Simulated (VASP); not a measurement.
# CaO (P6_3/mmc) in VASP: reference runs

Reference runs on CaO: the cell as given and a disturbed copy.

Program: VASP 6.6.1. These are calculated values, not measurements. Logs are shortened: lines on timing, memory, paths and dates and some standing lists are left out, and cuts for length are marked.

## (1) The crystal as given

It takes space group P6_3/mmc (No. 194, hexagonal). Conventional cell: a = 3.992 Å, b = 3.992 Å, c = 4.785 Å, α = 90.00°, β = 90.00°, γ = 120.00°. Ca (site symmetry -6m2) is surrounded by 5 O at 2.30 to 2.39 Å. O (site symmetry -6m2) has 5 Ca at 2.30 to 2.39 Å as nearest neighbours.

The cell comes from a database or a generator and needn't be the stable form of this composition.

## (2) Single point, PBE

File INCAR:

```
SYSTEM = CaO
ALGO = Normal
EDIFF = 1E-7
ENCUT = 520
GGA = PE
ISIF = 2
ISMEAR = -1
LASPH = .True.
LCHARG = .True.
LELF = .True.
LREAL = .False.
LVHAR = .True.
LWAVE = .False.
NBANDS = 24
NELM = 100
PREC = Accurate
SIGMA = 0.05
```

File KPOINTS:

```
k-points
0
Gamma
  8 8 6
  0 0 0
```

File POSCAR:

```
CaO
1.0
    3.9919758245      0.0000000000      0.0000000000
   -1.9959879122      3.4571524753      0.0000000000
    0.0000000000      0.0000000000      4.7848400100
Ca O
2 2
Direct
    0.6666666667      0.3333333333      0.2500000000
    0.3333333333      0.6666666667      0.7500000000
    0.6666666667      0.3333333333      0.7500000000
    0.3333333333      0.6666666667      0.2500000000
```

Potentials or basis: VASP PAW PBE potentials, release 64 (Ca_sv, O).

Run with:

```console
$ cat potpaw_PBE.64/Ca_sv/POTCAR potpaw_PBE.64/O/POTCAR > POTCAR
$ mpirun -np 1 vasp_std > vasp.out
```

OUTCAR:

```text
SYSTEM = CaO
   EDIFF = 1E-7
   ENCUT = 520
   GGA = PE
   ISIF = 2
   ISMEAR = -1
   LASPH = .True.
   LREAL = .False.
   NELM = 100
   PREC = Accurate

 ion  position               nearest neighbor table
   1  0.667  0.333  0.250-   4 2.30   4 2.30   4 2.30   3 2.39   3 2.39
   2  0.333  0.667  0.750-   3 2.30   3 2.30   3 2.30   4 2.39   4 2.39
   3  0.667  0.333  0.750-   2 2.30   2 2.30   2 2.30   1 2.39   1 2.39
   4  0.333  0.667  0.250-   1 2.30   1 2.30   1 2.30   2 2.39   2 2.39

  LATTYP: Found a hexagonal cell.
 ALAT       =     3.9919758245
 C/A-ratio  =     1.1986144757

  Lattice vectors:

 A1 = (   3.9919758245,   0.0000000000,   0.0000000000)
 A2 = (  -1.9959879122,   3.4571524753,   0.0000000000)
 A3 = (   0.0000000000,   0.0000000000,   4.7848400100)

Analysis of symmetry for initial positions (statically):
=====================================================================
 Subroutine PRICEL returns:
 Original cell was already a primitive cell.

 Routine SETGRP: Setting up the symmetry group for a
 hexagonal supercell.

 Subroutine GETGRP returns: Found 24 space group operations
 (whereof 12 operations were pure point group operations)
 out of a pool of 24 trial point group operations.

The static configuration has the point symmetry D_3d.
 The point group associated with its full space group is D_6h.

Analysis of symmetry for dynamics (positions and initial velocities):
=====================================================================
 Subroutine PRICEL returns:
 Original cell was already a primitive cell.

 Routine SETGRP: Setting up the symmetry group for a
 hexagonal supercell.

 Subroutine GETGRP returns: Found 24 space group operations
 (whereof 12 operations were pure point group operations)
 out of a pool of 24 trial point group operations.

The dynamic configuration has the point symmetry D_3d.
 The point group associated with its full space group is D_6h.

 Subroutine INISYM returns: Found 24 space group operations
 (whereof 12 operations are pure point group operations),
 and found     1 'primitive' translations

----------------------------------------------------------------------------------------

                                     Primitive cell

  volume of cell :      66.0350

  direct lattice vectors                    reciprocal lattice vectors
     3.991975824  0.000000000  0.000000000     0.250502519  0.144627697  0.000000000
    -1.995987912  3.457152475  0.000000000     0.000000000  0.289255394  0.000000000
     0.000000000  0.000000000  4.784840010     0.000000000  0.000000000  0.208993404

  length of vectors
[... 85 lines left out ...]
   NELM   =    100;   NELMIN=  2; NELMDL= -5     # of ELM steps
   EDIFF  = 0.1E-06   stopping-criterion for ELM
   LREAL  =      F    real-space projection
   EDIFFG = 0.1E-05   stopping-criterion for IOM
   NSW    =      0    number of steps for IOM
   IBRION =     -1    ionic relax: 0-MD 1-quasi-New 2-CG
   NFREE  =      0    steps in history (QN), initial steepest desc. (CG)
   ISIF   =      2    stress and relaxation
   ISYM   =      2    0-nonsym 1-usesym 2-fastsym
   POTIM  = 0.5000    time-step for ionic-motion
   TEBEG  =    0.0;   TEEND  =   0.0 temperature during run
   PSTRESS=    0.0 pullay stress
   NELECT =      32.0000    total number of electrons
   NUPDOWN=      -1.0000    fix difference up-down
   EMIN   =  10.00;   EMAX   =-10.00  energy-range for DOS
   EFERMI =   0.00;   METHOD = LEGACY
   ISMEAR =    -1;   SIGMA  =   0.05  broadening in eV -4-tet -1-fermi 0-gaus
   EFERMI_NEDOS =   21; number of points for ismear=-14 and -15
   IALGO  =     38    algorithm
   IMIX   =      4    mixing-type and parameters
     AMIX     =   0.40;   BMIX     =  1.00
     AMIX_MAG =   1.60;   BMIX_MAG =  1.00
  volume/ion in A,a.u.               =      16.51       111.41
  Fermi-wavevector in a.u.,A,eV,Ry     =   1.285879  2.429960 22.497037  1.653486
  Thomas-Fermi vector in A             =   2.417987
   LORBIT       =      0    0 simple, 1 ext, 2 COOP (PROOUT), +10 PAW based schemes
   GGA     = PE    functional components
   LHFCALC =     F    Hartree Fock is set to
   AEXX    =    0.0000 exact exchange contribution
   IVDW    =     0    specifies the selected vdW correction
   LEPSILON=     F    determine dielectric tensor
   LRPA    =     F    only Hartree local field effects (RPA)
 non-spin polarized calculation
  energy-cutoff  :      520.00
  volume of cell :       66.03
 maximum number of plane-waves:      1811
 NGX is ok and might be reduce to    30
   NGX = 15   NGY = 15   NGZ = 17

 number of electron      31.9999992 magnetization

 Free energy of the ion-electron system (eV)
  ---------------------------------------------------
  ext. energy  EPLUGINS =         0.00000000
  ---------------------------------------------------
  free energy    TOTEN  =       -25.34533615 eV

  energy without entropy =      -25.34533615  energy(sigma->0) =      -25.34533615

 E-fermi :   2.3253     XC(G=0):  -9.3949

 val. band max:        1.3459033551   @ k =   0.0000   0.0000   0.0000
 cond. band min:       4.5069803739   @ k =   0.0000   0.0000   0.0000
 fundamental gap:      3.1610770189
 Fermi energy:         2.3252908530

 k-point     1 :       0.0000    0.0000    0.0000
  band No.  band energies     occupation
      1     -36.3094      2.00000
      2     -36.1788      2.00000
      3     -17.6469      2.00000
      4     -17.4065      2.00000
      5     -17.4065      2.00000
      6     -17.2107      2.00000
[... 637 lines left out ...]
     23       9.8417      0.00000
     24       9.8729      0.00000

 [... further k-points ...]
[... 5 lines left out ...]
  --------------------------------------------------------------------------------------
  -------------------------------------------------------------------------------------
  Total        0.5624237      0.5624237      0.7143838      0.0000000      0.0000000      0.0000000
  in kB       13.6458418     13.6458418     17.3327833      0.0000000      0.0000000      0.0000000
  external PRESSURE =      14.8748223 kB  Pullay stress =       0.0000000 kB

 VOLUME and BASIS-vectors are now :
 -----------------------------------------------------------------------------
  energy-cutoff  :      520.00
  volume of cell :       66.03
      direct lattice vectors                 reciprocal lattice vectors
     3.991975824  0.000000000  0.000000000     0.250502519  0.144627697  0.000000000
    -1.995987912  3.457152475  0.000000000     0.000000000  0.289255394  0.000000000
     0.000000000  0.000000000  4.784840010     0.000000000  0.000000000  0.208993404

 POSITION                                       TOTAL-FORCE (eV/Angst)
 -----------------------------------------------------------------------------------
      1.99599      1.15238      1.19621         0.000000     -0.000000      0.000000
     -0.00000      2.30477      3.58863         0.000000      0.000000      0.000000
      1.99599      1.15238      3.58863         0.000000     -0.000000     -0.000000
     -0.00000      2.30477      1.19621        -0.000000      0.000000     -0.000000
 -----------------------------------------------------------------------------------
    total drift:                               -0.000000      0.000000     -0.000000

  FREE ENERGIE OF THE ION-ELECTRON SYSTEM (eV)
  ---------------------------------------------------
  free  energy   TOTEN  =       -25.3453361503 eV

  energy  without entropy=      -25.3453361503  energy(sigma->0) =      -25.34533615
```

OSZICAR:

```text
N       E                     dE             d eps       ncg     rms          rms(c)
DAV:   1     0.323318202432E+03    0.32332E+03   -0.16556E+04  1920   0.133E+03
DAV:   2    -0.375380867123E+01   -0.32707E+03   -0.30929E+03  2232   0.388E+02
DAV:   3    -0.292341139070E+02   -0.25480E+02   -0.25315E+02  3120   0.104E+02
DAV:   4    -0.301109215054E+02   -0.87681E+00   -0.87551E+00  2728   0.171E+01
DAV:   5    -0.301329405578E+02   -0.22019E-01   -0.22018E-01  2760   0.190E+00    0.131E+01
DAV:   6    -0.254706842788E+02    0.46623E+01   -0.22064E+01  2744   0.300E+01    0.543E+00
DAV:   7    -0.253939795625E+02    0.76705E-01   -0.25440E+00  2512   0.104E+01    0.282E+00
DAV:   8    -0.253525441984E+02    0.41435E-01   -0.35509E-01  2680   0.459E+00    0.930E-01
DAV:   9    -0.253414756868E+02    0.11069E-01   -0.98271E-02  2416   0.189E+00    0.227E-01
DAV:  10    -0.253455739209E+02   -0.40982E-02   -0.10145E-02  2168   0.677E-01    0.148E-01
DAV:  11    -0.253455115556E+02    0.62365E-04   -0.63919E-03  2448   0.430E-01    0.106E-01
DAV:  12    -0.253453328275E+02    0.17873E-03   -0.10623E-03  2288   0.234E-01    0.129E-02
DAV:  13    -0.253453356328E+02   -0.28053E-05   -0.50186E-05  2600   0.504E-02    0.590E-03
DAV:  14    -0.253453364097E+02   -0.77686E-06   -0.44482E-06  2568   0.123E-02    0.199E-03
DAV:  15    -0.253453361567E+02    0.25298E-06   -0.53023E-07  2448   0.460E-03    0.848E-04
DAV:  16    -0.253453361503E+02    0.63919E-08   -0.36663E-08  1576   0.134E-03
   1 F= -.25345336E+02 E0= -.25345336E+02  d E =-.484180E-10
```

stdout:

```text
POSCAR found type information on POSCAR CaO
 POSCAR found :  2 types and       4 ions
 scaLAPACK will be used
 LDA part: xc-table for (Slater+PW92), standard interpolation
 POSCAR, INCAR and KPOINTS ok, starting setup
 FFT: planning ... GRIDC
 FFT: planning ... GRID_SOFT
 FFT: planning ... GRID
 WAVECAR not read
 entering main loop
```

It took 60 s on 1 thread of Intel Xeon Platinum 8488C (Sapphire Rapids), shared host; peak memory 0.21 GiB.

Results:

| Property | Result |
| --- | --- |
| Free energy | -25.3453 eV |
| Pressure | 1.5 GPa |
| Band gap on the k mesh | 3.16 eV, direct |

Stress tensor (GPa, compression positive):
```
1.36 0.00 0.00
0.00 1.36 0.00
0.00 0.00 1.73
```

Levels at points of the mesh, in eV from the valence-band top:
```tsv
k point	band 13	band 14	band 15	band 16	band 17	band 18	band 19	band 20
(0.00, 0.00, 0.00)	-1.15	-1.15	-1.09	0.00	3.16	6.13	6.13	7.70
(0.50, 0.00, 0.00)	-0.86	-0.84	-0.60	-0.39	4.68	5.25	5.26	7.61
(0.00, 0.00, 0.50)	-1.29	-1.29	-1.29	-1.29	4.97	4.97	7.76	7.76
(0.50, 0.00, 0.50)	-1.06	-1.06	-0.76	-0.76	5.35	5.35	7.31	7.31
```

A k mesh can miss the band edges.

## (3) Single point, PBE (atoms moved at random, drawn with an rms of 0.05 Å)

File INCAR:

```
PREC     = Accurate       # precision mode
ENCUT    = 520            # plane-wave cutoff, eV
EDIFF    = 1E-7           # SCF threshold, eV
ISMEAR   = -1             # smearing method
SIGMA    = 0.05           # smearing width, eV
LREAL    = F              # projectors in reciprocal space
LASPH    = T              # aspherical terms in the spheres
NELM     = 100            # most SCF steps
ALGO     = Normal         # electronic algorithm
ISIF     = 2              # what is computed and relaxed
LWAVE    = F              # write WAVECAR
LCHARG   = T              # write CHGCAR
GGA      = PE             # functional
LELF     = T              # ELF
LVHAR    = T            
NBANDS   = 24             # bands
```

File KPOINTS:

```
regular mesh
0
Gamma
  8 8 6
```

File POSCAR:

```
CaO
1.0
    3.9919758245      0.0000000000      0.0000000000
   -1.9959879122      3.4571524753      0.0000000000
    0.0000000000      0.0000000000      4.7848400100
Ca O
2 2
Direct
    0.6582760000      0.3167240000      0.2434700000
    0.3220450000      0.6499770000      0.7512440000
    0.6608630000      0.3316000000      0.7451210000
    0.3415140000      0.6708900000      0.2594320000
```

Potentials or basis: VASP PAW PBE potentials, release 64 (Ca_sv, O).

Run with:

```console
$ cat potpaw_PBE.64/Ca_sv/POTCAR potpaw_PBE.64/O/POTCAR > POTCAR
$ mpirun -np 1 vasp_std > vasp.out
```

OUTCAR:

```text
PREC = Accurate
   ENCUT = 520
   EDIFF = 1E-7
   ISMEAR = -1
   LREAL = F
   LASPH = T
   NELM = 100
   ISIF = 2
   GGA = PE

 ion  position               nearest neighbor table
   1  0.658  0.317  0.243-   4 2.23   4 2.32   4 2.36   3 2.39   3 2.40
   2  0.322  0.650  0.751-   3 2.27   3 2.29   4 2.35   3 2.36   4 2.43
   3  0.661  0.332  0.745-   2 2.27   2 2.29   2 2.36   1 2.39   1 2.40
   4  0.342  0.671  0.259-   1 2.23   1 2.32   2 2.35   1 2.36   2 2.43

  LATTYP: Found a hexagonal cell.
 ALAT       =     3.9919758245
 C/A-ratio  =     1.1986144757

  Lattice vectors:

 A1 = (   3.9919758245,   0.0000000000,   0.0000000000)
 A2 = (  -1.9959879122,   3.4571524753,   0.0000000000)
 A3 = (   0.0000000000,   0.0000000000,   4.7848400100)

Analysis of symmetry for initial positions (statically):
=====================================================================
 Subroutine PRICEL returns:
 Original cell was already a primitive cell.

 Routine SETGRP: Setting up the symmetry group for a
 hexagonal supercell.

 Subroutine GETGRP returns: Found  1 space group operations
 (whereof  1 operations were pure point group operations)
 out of a pool of 24 trial point group operations.

The static configuration has the point symmetry C_1 .

Analysis of symmetry for dynamics (positions and initial velocities):
=====================================================================
 Subroutine PRICEL returns:
 Original cell was already a primitive cell.

 Routine SETGRP: Setting up the symmetry group for a
 hexagonal supercell.

 Subroutine GETGRP returns: Found  1 space group operations
 (whereof  1 operations were pure point group operations)
 out of a pool of 24 trial point group operations.

The dynamic configuration has the point symmetry C_1 .
[... 112 lines left out ...]
   TEBEG  =    0.0;   TEEND  =   0.0 temperature during run
   PSTRESS=    0.0 pullay stress
   NELECT =      32.0000    total number of electrons
   NUPDOWN=      -1.0000    fix difference up-down
   EMIN   =  10.00;   EMAX   =-10.00  energy-range for DOS
   EFERMI =   0.00;   METHOD = LEGACY
   ISMEAR =    -1;   SIGMA  =   0.05  broadening in eV -4-tet -1-fermi 0-gaus
   EFERMI_NEDOS =   21; number of points for ismear=-14 and -15
   IALGO  =     38    algorithm
   IMIX   =      4    mixing-type and parameters
     AMIX     =   0.40;   BMIX     =  1.00
     AMIX_MAG =   1.60;   BMIX_MAG =  1.00
  volume/ion in A,a.u.               =      16.51       111.41
  Fermi-wavevector in a.u.,A,eV,Ry     =   1.285879  2.429960 22.497037  1.653486
  Thomas-Fermi vector in A             =   2.417987
   LORBIT       =      0    0 simple, 1 ext, 2 COOP (PROOUT), +10 PAW based schemes
   GGA     = PE    functional components
   LHFCALC =     F    Hartree Fock is set to
   AEXX    =    0.0000 exact exchange contribution
   IVDW    =     0    specifies the selected vdW correction
   LEPSILON=     F    determine dielectric tensor
   LRPA    =     F    only Hartree local field effects (RPA)
 non-spin polarized calculation
  energy-cutoff  :      520.00
  volume of cell :       66.03
 maximum number of plane-waves:      1811
 NGX is ok and might be reduce to    30
   NGX = 15   NGY = 15   NGZ = 17

 number of electron      32.0000003 magnetization

 Free energy of the ion-electron system (eV)
  ---------------------------------------------------
  ext. energy  EPLUGINS =         0.00000000
  ---------------------------------------------------
  free energy    TOTEN  =       -25.30261696 eV

  energy without entropy =      -25.30261696  energy(sigma->0) =      -25.30261696

 E-fermi :   2.4038     XC(G=0):  -9.3945

 val. band max:        1.3355013262   @ k =   0.0000   0.0000   0.0000
 cond. band min:       4.4958367026   @ k =   0.0000   0.0000   0.0000
 fundamental gap:      3.1603353764
 Fermi energy:         2.4037677414

 k-point     1 :       0.0000    0.0000    0.0000
  band No.  band energies     occupation
      1     -36.3091      2.00000
      2     -36.1779      2.00000
      3     -17.6495      2.00000
      4     -17.4165      2.00000
      5     -17.4059      2.00000
      6     -17.2140      2.00000
[... 637 lines left out ...]
     23       9.5218      0.00000
     24       9.9219      0.00000

 [... further k-points ...]
[... 5 lines left out ...]
  --------------------------------------------------------------------------------------
  -------------------------------------------------------------------------------------
  Total        0.5444757      0.7957658      0.7154563     -0.1399133     -0.0214653     -0.0010853
  in kB       13.2103767     19.3073202     17.3588056     -3.3946558     -0.5208041     -0.0263318
  external PRESSURE =      16.6255008 kB  Pullay stress =       0.0000000 kB

 VOLUME and BASIS-vectors are now :
 -----------------------------------------------------------------------------
  energy-cutoff  :      520.00
  volume of cell :       66.03
      direct lattice vectors                 reciprocal lattice vectors
     3.991975824  0.000000000  0.000000000     0.250502519  0.144627697  0.000000000
    -1.995987912  3.457152475  0.000000000     0.000000000  0.289255394  0.000000000
     0.000000000  0.000000000  4.784840010     0.000000000  0.000000000  0.208993404

 POSITION                                       TOTAL-FORCE (eV/Angst)
 -----------------------------------------------------------------------------------
      1.99564      1.09496      1.16496         0.056537      0.433844      0.331378
     -0.01175      2.24707      3.59458         0.013432      0.308261     -0.184465
      1.97628      1.14639      3.56528         0.085323     -0.278163      0.206729
      0.02423      2.31937      1.24134        -0.155292     -0.463942     -0.353642
 -----------------------------------------------------------------------------------
    total drift:                               -0.000151     -0.000041     -0.000539

  FREE ENERGIE OF THE ION-ELECTRON SYSTEM (eV)
  ---------------------------------------------------
  free  energy   TOTEN  =       -25.3026169582 eV

  energy  without entropy=      -25.3026169582  energy(sigma->0) =      -25.30261696
```

OSZICAR:

```text
N       E                     dE             d eps       ncg     rms          rms(c)
DAV:   1     0.323553267691E+03    0.32355E+03   -0.16491E+04  9424   0.133E+03
DAV:   2    -0.351608744624E+01   -0.32707E+03   -0.30898E+03 10936   0.387E+02
DAV:   3    -0.291867870186E+02   -0.25671E+02   -0.25493E+02 15232   0.104E+02
DAV:   4    -0.300828308296E+02   -0.89604E+00   -0.89466E+00 13472   0.172E+01
DAV:   5    -0.301064973286E+02   -0.23666E-01   -0.23666E-01 13392   0.203E+00    0.132E+01
DAV:   6    -0.254289816309E+02    0.46775E+01   -0.22094E+01 13824   0.301E+01    0.544E+00
DAV:   7    -0.253513231385E+02    0.77658E-01   -0.25523E+00 12608   0.104E+01    0.282E+00
DAV:   8    -0.253099490467E+02    0.41374E-01   -0.36135E-01 13192   0.462E+00    0.935E-01
DAV:   9    -0.252987762248E+02    0.11173E-01   -0.10059E-01 11968   0.191E+00    0.231E-01
DAV:  10    -0.253028838514E+02   -0.41076E-02   -0.10698E-02 10584   0.698E-01    0.154E-01
DAV:  11    -0.253027329985E+02    0.15085E-03   -0.60761E-03 12344   0.425E-01    0.946E-02
DAV:  12    -0.253026252107E+02    0.10779E-03   -0.70316E-04 11592   0.197E-01    0.291E-02
DAV:  13    -0.253026167494E+02    0.84613E-05   -0.76870E-05 12552   0.526E-02    0.532E-03
DAV:  14    -0.253026171278E+02   -0.37846E-06   -0.33601E-06 11952   0.130E-02    0.342E-03
DAV:  15    -0.253026169902E+02    0.13765E-06   -0.17945E-06 10888   0.732E-03    0.127E-03
DAV:  16    -0.253026169582E+02    0.31966E-07   -0.17139E-07  9304   0.289E-03
   1 F= -.25302617E+02 E0= -.25302617E+02  d E =-.914885E-11
```

Wall time 4.4 min (1 thread of Intel Xeon Platinum 8488C (Sapphire Rapids), shared host); peak memory 0.37 GiB.

Results:

```yaml
Free_energy: -25.3026 eV
Pressure: 1.7 GPa
Largest_force: 0.604 eV/Å
Band_gap_on_the_k_mesh: 3.16 eV, direct
```

Forces in eV/Å, atoms in the order of the input:
```
Ca   0.057  0.434  0.331
Ca   0.013  0.308 -0.184
O    0.085 -0.278  0.207
O   -0.155 -0.464 -0.354
```
